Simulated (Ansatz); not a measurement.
# How much does Bi in W(100), 2x2 scatter?

Wanted: the reflection from a plane of defects, Bi in W(100), 2x2, and the resistivity it implies.

Main program and level: Ansatz 0.2.0; Ansatz plane-wave DFT, PBE, PAW files; ballistic transport by layer matching (Landauer), zero bias; PAW set soft_1, in the first sound run; inputs show where later runs differ.

Most raw output is cut from this account.

## 1. Starting point

The cell holds 72 atoms: 71 W and 1 Bi. Its edges and angles: a = 6.330 Å, b = 6.330 Å, c = 28.483 Å, α = 90.0°, β = 90.0°, γ = 90.0°. It derives from W. Regions: lead, 40 atoms (40 W); scattering region, 32 atoms (31 W and 1 Bi). The structure is stacked along c, and the current runs across the ab planes.

## 2. Transmission at ideal sites

The defect sits in one plane of the supercell, all atoms on ideal sites; the layers about the cell's end are the lead. The mesh across the current, 8×8, is finer than the density's, because channels open and close sharply across the zone. Energies from -0.1 to 0.1 eV in steps of 0.05 eV are too few for the program's thermal sum, so it prints no conductance; for a metal the transmission near the Fermi level serves, at a fraction of the cost.

input.yaml reads:

```yaml
crystal:
  lattice:
    - [6.3296, 0.0, 0.0]
    - [0.0, 6.3296, 0.0]
    - [0.0, 0.0, 28.4832]
  atoms:
    - { symbol: W, position: [0.0, 0.0, 0.0277777778] }
    - { symbol: W, position: [0.0, 0.5, 0.0277777778] }
    - { symbol: W, position: [0.5, 0.0, 0.0277777778] }
    - { symbol: W, position: [0.5, 0.5, 0.0277777778] }
    - { symbol: W, position: [0.25, 0.25, 0.0833333333] }
    - { symbol: W, position: [0.25, 0.75, 0.0833333333] }
    - { symbol: W, position: [0.75, 0.25, 0.0833333333] }
    - { symbol: W, position: [0.75, 0.75, 0.0833333333] }
[... 60 atom lines left out ...]
    - { symbol: W, position: [0.25, 0.25, 0.9722222222] }
    - { symbol: W, position: [0.25, 0.75, 0.9722222222] }
    - { symbol: W, position: [0.75, 0.25, 0.9722222222] }
    - { symbol: W, position: [0.75, 0.75, 0.9722222222] }
kpoints:
  mp_grid: { grid: [4, 4, 1] }
hamiltonian:
  xc: pbe
  pseudopotentials: { kind: paw, azcp: { folder: soft_1 } }
scf:
  occupations: { method: fermi_dirac, width: 0.1 }
output:
  transmission: { leads: [[0, 4]], kmesh: [8, 8], e_range: [-0.1, 0.1], de: 0.05 }
  write_potential: true
  write_density: true
  volumetric_format: npy
  elf: true
```

Launch:

```
$ ansatz run input.yaml --threads 4 --pin off --max-ram 15360MiB --backend cpu --events-out ev --progress --plain --runs-dir out
```

The job ended after 4.8 min (4 threads of Intel Xeon Platinum 8488C (Sapphire Rapids), shared host; peak memory 11 GiB; 18 min of CPU time).

This run has no spin polarisation although its electron count is odd.

This step gave:

```
free energy                                    : -749795.0930 eV
energy at zero smearing                        : -749794.5014 eV
Fermi energy                                   : 22.47 eV
cell area                                      : 40.06 Å²
transmission per spin nearest the Fermi level  : 3.436
open channels per spin nearest the Fermi level : 5.281
step of the lead's potential                   : 6.3 meV
```

Per spin. Table of transmission, zone mean by energy, zero at the Fermi level:

| energy (eV) | transmission, zone mean |
| --- | --- |
| -0.1000 | 3.21 |
| -0.0500 | 3.23 |
| 0.0000 | 3.44 |
| 0.0500 | 3.52 |
| 0.1000 | 3.61 |

Per spin. Table of open channels, zone mean, lead by energy, zero at the Fermi level:

| energy (eV) | open channels, zone mean, lead |
| --- | --- |
| -0.1000 | 4.72 |
| -0.0500 | 4.66 |
| 0.0000 | 5.28 |
| 0.0500 | 5.66 |
| 0.1000 | 5.53 |

Transmission over k1 and k2. At 0.0000 eV from the Fermi level.

Ten even steps from '_' (0.0) to '@' (10.0):
```
..__..::--::..__
......--==--....
::::--%%@@%%--::
::--==@@@@@@==--
::::--%%@@%%--::
......--==--....
..__..::--::..__
__....::::::....
```
Columns: k1 (b1) from -0.5 to 0.375; rows upwards: k2 (b2) from -0.5 to 0.375.

Open channels over k1 and k2. At 0.0000 eV from the Fermi level.

Values, 8 rows by 8 columns:
```
 2.0  1.0  3.0  4.0  5.0  4.0  3.0  1.0
 2.0  3.0  2.0  7.0  8.0  7.0  2.0  3.0
 4.0  4.0  7.0 13.0 14.0 13.0  7.0  4.0
 4.0  5.0  8.0 14.0 14.0 14.0  8.0  5.0
 4.0  4.0  7.0 13.0 14.0 13.0  7.0  4.0
 2.0  3.0  2.0  7.0  8.0  7.0  2.0  3.0
 2.0  1.0  3.0  4.0  5.0  4.0  3.0  1.0
 0.0  2.0  2.0  4.0  4.0  4.0  2.0  2.0
```
Columns: k1 (b1) from -0.5 to 0.375; rows upwards: k2 (b2) from -0.5 to 0.375.

Electrostatic potential energy in the ca plane at fractional y = 0.250, with atoms of W and Bi within 0.2 Å of it. With pseudopotentials it is smooth inside the atoms' cores, unlike the true potential.

Values in eV, 9 rows by 16 columns, each cell a mean:
```
 21  22  13  20  23  14  18  23  15  15  23  18  14  23  20  13
 10  14 -20   3  18 -17  -4  21 -12 -11  21  -5 -16  19   2 -19
  7  11 -22   0  17 -20  -8  20 -15 -15  20  -8 -19  18  -1 -22
 20  21   6  17  22   8  14  23  10  10  23  14   8  22  17   6
 23  23  21  23  23  21  22  22  20  21  22  22  21  23  23  21
 17  19  -5  12  21  -2   7  21  -2  -2  21   7  -2  21  12  -5
  6  10 -23  -3  16 -21 -11  18 -20 -19  18 -11 -21  17  -3 -23
 14  17 -13   8  20 -10   2  20  -8  -8  20   1  -9  20   8 -13
 22  23  19  22  23  20  21  22  19  19  22  21  20  23  22  19
```
Columns run along c (16.0 Å, from fractional 0.22 to 0.78 of the cell; values clipped at the 3rd and 97th percentile), rows up along a (6.3 Å). Atoms in or near the plane, at fractional coordinates: W at (0.31, 0.25), W at (0.31, 0.75), W at (0.42, 0.25), W at (0.42, 0.75), Bi at (0.53, 0.25), W at (0.53, 0.75), W at (0.64, 0.25), W at (0.64, 0.75), W at (0.75, 0.25), W at (0.75, 0.75).

Valence density in the ca plane at fractional y = 0.250, with atoms of W and Bi within 0.2 Å of it. It is the smooth field of the valence electrons, not physical close to the nuclei.

Values in e/Å³, 9 rows by 16 columns, each cell a mean:
```
0.3 0.3 0.5 0.4 0.3 0.5 0.4 0.3 0.4 0.4 0.3 0.4 0.5 0.3 0.4 0.5
0.7 0.6 4.0 1.3 0.4 3.5 2.0 0.3 2.8 2.7 0.3 2.0 3.4 0.4 1.3 4.0
0.9 0.6 4.7 1.6 0.4 4.1 2.4 0.3 3.3 3.3 0.3 2.5 4.1 0.4 1.6 4.7
0.4 0.3 0.9 0.4 0.3 0.8 0.5 0.3 0.7 0.7 0.3 0.6 0.8 0.3 0.4 0.9
0.3 0.3 0.3 0.3 0.3 0.3 0.3 0.3 0.3 0.3 0.3 0.3 0.3 0.3 0.3 0.3
0.5 0.4 1.8 0.7 0.3 1.6 0.9 0.3 1.4 1.3 0.3 1.0 1.6 0.3 0.7 1.8
1.0 0.7 5.2 1.8 0.4 4.5 2.8 0.3 4.4 4.3 0.3 2.8 4.5 0.4 1.9 5.2
0.6 0.4 2.8 0.9 0.3 2.4 1.4 0.3 2.0 2.0 0.3 1.4 2.4 0.3 0.9 2.7
0.3 0.3 0.3 0.3 0.3 0.3 0.3 0.3 0.3 0.3 0.3 0.3 0.3 0.3 0.3 0.3
```
Columns run along c (16.0 Å, from fractional 0.22 to 0.78 of the cell), rows up along a (6.3 Å). Atoms in or near the plane, at fractional coordinates: W at (0.31, 0.25), W at (0.31, 0.75), W at (0.42, 0.25), W at (0.42, 0.75), Bi at (0.53, 0.25), W at (0.53, 0.75), W at (0.64, 0.25), W at (0.64, 0.75), W at (0.75, 0.25), W at (0.75, 0.75).

ELF in the ca plane at fractional y = 0.250, with atoms of W and Bi within 0.2 Å of it. It is the smooth field of the valence electrons, not physical close to the nuclei.

Values, 9 rows by 16 columns, each cell a mean:
```
0.42 0.43 0.26 0.39 0.45 0.28 0.35 0.48 0.28 0.29 0.48 0.35 0.28 0.45 0.39 0.26
0.34 0.33 0.54 0.38 0.33 0.52 0.42 0.35 0.47 0.47 0.35 0.43 0.51 0.34 0.38 0.54
0.34 0.32 0.51 0.39 0.30 0.49 0.43 0.31 0.47 0.47 0.31 0.44 0.49 0.30 0.39 0.51
0.39 0.41 0.30 0.36 0.44 0.30 0.33 0.47 0.30 0.30 0.47 0.33 0.30 0.45 0.36 0.30
0.46 0.46 0.34 0.45 0.45 0.36 0.44 0.43 0.35 0.35 0.43 0.43 0.36 0.45 0.45 0.34
0.37 0.38 0.41 0.35 0.42 0.39 0.36 0.39 0.33 0.33 0.39 0.36 0.39 0.42 0.35 0.41
0.33 0.31 0.45 0.39 0.30 0.45 0.43 0.28 0.20 0.21 0.28 0.43 0.45 0.30 0.39 0.45
0.35 0.36 0.51 0.36 0.39 0.47 0.39 0.36 0.30 0.30 0.36 0.39 0.47 0.39 0.36 0.50
0.45 0.45 0.30 0.43 0.45 0.32 0.41 0.42 0.36 0.36 0.42 0.41 0.33 0.45 0.43 0.30
```
Columns run along c (16.0 Å, from fractional 0.22 to 0.78 of the cell), rows up along a (6.3 Å). Atoms in or near the plane, at fractional coordinates: W at (0.31, 0.25), W at (0.31, 0.75), W at (0.42, 0.25), W at (0.42, 0.75), Bi at (0.53, 0.25), W at (0.53, 0.75), W at (0.64, 0.25), W at (0.64, 0.75), W at (0.75, 0.25), W at (0.75, 0.75).

Over the solved energies the transmission per spin lies between 3.21 and 3.61, out of 5.17 channels of the lead on average (up to 5.66).

## 3. Resistance at ideal sites

This step: Ansatz plane-wave DFT, PBE, PAW files; ballistic transport by layer matching (Landauer), zero bias; area resistance of the defect plane and resistivity an atomic per cent; PAW set soft_1 (Ansatz 0.2.0).

This step gave:

```
area resistance                                                                                 : 0.5273 fΩ m²
T over the leads' mean channel count                                                            : 0.6536
resistivity per at.% scaled from this dense plane, with the factor 3/4 for isotropic scattering : 9.997 µΩ cm
```

Averaged over the energies near the Fermi level, 65.4 % of the channels pass, which makes 0.527 fΩ m².

By hand, with T and the leads' channels N averaged over the energies near the Fermi level: RA = A (h/2e²)(1/T − 1/N) = 40.06×10⁻²⁰ m² × 12 906 Ω × (1/3.397 − 1/5.198) = 0.527 fΩ m². Per atomic per cent: RA × A / V_atom × 0.01 × 3/4 = 10.00 µΩ cm, with the host's V_atom = 15.85 Å³.

## 4. Relaxing the neighbours

The neighbours of the defect are let go while the lead's layers stay on their sites, since a lead must repeat to 0.01 Å.

This step: Ansatz plane-wave DFT, PBE, PAW files; relaxation with the lead's layers held; PAW set soft_1 (Ansatz 0.2.0).

Edit input.yaml of step 2 so:

```diff
@@ -85,7 +85,6 @@
   occupations: { method: fermi_dirac, width: 0.1 }
-output:
-  transmission: { leads: [[0, 4]], kmesh: [8, 8], e_range: [-0.1, 0.1], de: 0.05 }
-  write_potential: true
-  write_density: true
-  volumetric_format: npy
-  elf: true
+relax:
+  f_tol: 0.03
+  max_steps: 40
+  constraints:
+    - { sites: [0, 1, 2, 3, 4, 5, 6, 7, 8, 9, 10, 11, 12, 13, 14, 15, 16, 17, 18, 19, 52, 53, 54, 55, 56, 57, 58, 59, 60, 61, 62, 63, 64, 65, 66, 67, 68, 69, 70, 71] }
```

Run time: 7.2 min. Hardware: 4 threads; peak memory 6.8 GiB.

The steps of the relaxation:

| step | energy less that of the first step (eV) | largest force component (eV/Å) |
| --- | --- | --- |
| 1 | 0.0000 | 1.0934 |
| 2 | 1.0593 | 2.0399 |
| 3 | -0.5365 | 0.1798 |
| 4 | -0.5401 | 0.0314 |
| 5 | -0.5402 | 0.0045 |

Relaxation step 2 was tried and not accepted.

The atoms that moved most (Å):

| atom | dx | dy | dz | length |
| --- | --- | --- | --- | --- |
| W33 | -0.035 | -0.035 | -0.058 | 0.077 |
| W34 | -0.035 | 0.035 | -0.058 | 0.077 |
| W35 | 0.035 | -0.035 | -0.058 | 0.077 |
| W36 | 0.035 | 0.035 | -0.058 | 0.077 |
| W41 | -0.035 | -0.035 | 0.053 | 0.073 |
| W42 | -0.035 | 0.035 | 0.053 | 0.073 |
| W43 | 0.035 | -0.035 | 0.053 | 0.073 |
| W44 | 0.035 | 0.035 | 0.053 | 0.073 |

This step gave:

```
free energy             : -749795.6333 eV
energy at zero smearing : -749795.0387 eV
Fermi energy            : 22.48 eV
```

The largest force component on a free atom ends at 0.0045 eV/Å, under the tolerance of 0.03, after 5 steps.

## 5. Transmission after relaxation, relaxed yes

The transmission is solved again on the relaxed atoms.

This step: Ansatz plane-wave DFT, PBE, PAW files; ballistic transport by layer matching (Landauer), zero bias; PAW set soft_1 (Ansatz 0.2.0).

input.yaml reads:

```yaml
crystal:
  lattice:
    - [6.3296, 0.0, 0.0]
    - [0.0, 6.3296, 0.0]
    - [0.0, 0.0, 28.4832]
  atoms:
    - { symbol: W, position: [0.0, 0.0, 0.0277777778] }
    - { symbol: W, position: [0.0, 0.5, 0.0277777778] }
    - { symbol: W, position: [0.5, 0.0, 0.0277777778] }
    - { symbol: W, position: [0.5, 0.5, 0.0277777778] }
    - { symbol: W, position: [0.25, 0.25, 0.0833333333] }
    - { symbol: W, position: [0.25, 0.75, 0.0833333333] }
    - { symbol: W, position: [0.75, 0.25, 0.0833333333] }
    - { symbol: W, position: [0.75, 0.75, 0.0833333333] }
[... 60 atom lines left out ...]
    - { symbol: W, position: [0.25, 0.25, 0.9722222222] }
    - { symbol: W, position: [0.25, 0.75, 0.9722222222] }
    - { symbol: W, position: [0.75, 0.25, 0.9722222222] }
    - { symbol: W, position: [0.75, 0.75, 0.9722222222] }
kpoints:
  mp_grid: { grid: [4, 4, 1] }
hamiltonian:
  xc: pbe
  pseudopotentials: { kind: paw, azcp: { folder: soft_1 } }
scf:
  occupations: { method: fermi_dirac, width: 0.1 }
output:
  transmission: { leads: [[0, 4]], kmesh: [8, 8], e_range: [-0.05, 0.05], de: 0.05 }
  write_potential: true
  write_density: true
  volumetric_format: npy
```

Elapsed: 5.7 min, on 4 threads; peak memory 8.8 GiB; 20 min of CPU time.

This step gave:

| Property | Result |
| --- | --- |
| transmission per spin nearest the Fermi level | 3.366 |
| step of the lead's potential | 8 meV |

Per spin. Table of transmission, zone mean by energy, zero at the Fermi level:

| energy (eV) | transmission, zone mean |
| --- | --- |
| -0.0500 | 3.18 |
| 0.0000 | 3.37 |
| 0.0500 | 3.50 |

Transmission over k1 and k2. At 0.0000 eV from the Fermi level.

Ten even steps from '_' (0.00) to '@' (9.63):
```
..__..------..__
::....--==--....
::----%%@@%%----
::--==@@@@@@==--
::----%%@@%%----
::....--==--....
..__..------..__
__..::::::::::..
```
Columns: k1 (b1) from -0.5 to 0.375; rows upwards: k2 (b2) from -0.5 to 0.375.

Over the solved energies the transmission per spin lies between 3.18 and 3.50, out of 5.20 channels of the lead on average (up to 5.66).

## 6. Resistance after relaxation

This step: Ansatz plane-wave DFT, PBE, PAW files; ballistic transport by layer matching (Landauer), zero bias; area resistance of the defect plane and resistivity an atomic per cent; PAW set soft_1 (Ansatz 0.2.0).

Numbers from this step:

| Item | Value |
| --- | --- |
| area resistance | 0.5484 fΩ m² |
| T over the leads' mean channel count | 0.6447 |
| resistivity per at.% scaled from this dense plane, with the factor 3/4 for isotropic scattering | 10.40 µΩ cm |

Averaged over the energies near the Fermi level, 64.5 % of the channels pass, which makes 0.548 fΩ m², against 0.527 on ideal sites.

## 7. Outcome

* share of channels that pass, rigid: 0.654
* area resistance, rigid: 0.527 fΩ m²
* resistivity per at.% from the area resistance, times 3/4, rigid: 10.00 µΩ cm
* share of channels that pass, relaxed: 0.645
* area resistance, relaxed: 0.548 fΩ m²
* resistivity per at.% from the area resistance, times 3/4, relaxed: 10.4 µΩ cm

In words: The plane of defects adds 0.55 fΩ m². Scaled to one atomic per cent that is 14 µΩ cm as it stands and 10 with the factor 3/4 for isotropic scattering on a spherical Fermi surface; with the reflection in place of the resistance taken as linear in the density it would be 6.7. These are rough estimates of the dilute value, not bounds. One Bi in each 2x2 cell reflects 36 % of the lead's channels. The relaxed cell differs by 4.0 % in resistance; between the two runs the lead's own channel count goes from 5.20 to 5.20, so the change comes from the moved atoms. The defects form a dense periodic sheet that scatters coherently, unlike a dilute random alloy. T and N are means over the solved energies nearest the Fermi level. Spin-orbit coupling is left out, which matters for Bi and W.

[Logs are printed without paths, hosts, clocks, repeated set-up lines and the standing remarks that a program may print on its own settings, such as how far it seeks lower states.]

[Hosts, paths, dates, database ids (printed as entryN), source tags and the programs' standing remarks are cut or masked in the printed files.]
